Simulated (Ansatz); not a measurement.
## Sr, a known structure type with other elements, at an estimated volume

```
Sr
1.0
    -2.06882    2.06882    2.06882
     2.06882   -2.06882    2.06882
     2.06882    2.06882   -2.06882
Sr
1
Cartesian
  0.0000 0.0000 0.0000
```

Method: PBE, no spin polarisation; PAW, plane waves to 420 eV, 11×11×11 Γ-centred mesh, fermi-dirac occupations (width 0.0312 eV) (Ansatz 0.2.0), atoms fixed.

Q: Is the cell too large or too small?

A: The pressure is 9.7 GPa (compression positive), so with the atoms held at these fractions the cell would first expand.

Q: What do density and ELF say about some of the short contacts?

A: Sr–Sr at 3.58 Å: least valence density 0.07 e/Å³ and ELF 0.08 there. Both are smooth PAW fields, read partly inside the augmentation spheres.

Q: What happens at the Fermi level?

A: It is a metal, with about 0.82 states/eV a cell as the mean within 0.25 eV of the Fermi level.

Origin: a known structure type with other elements, at an estimated volume, so it need not be a known compound.
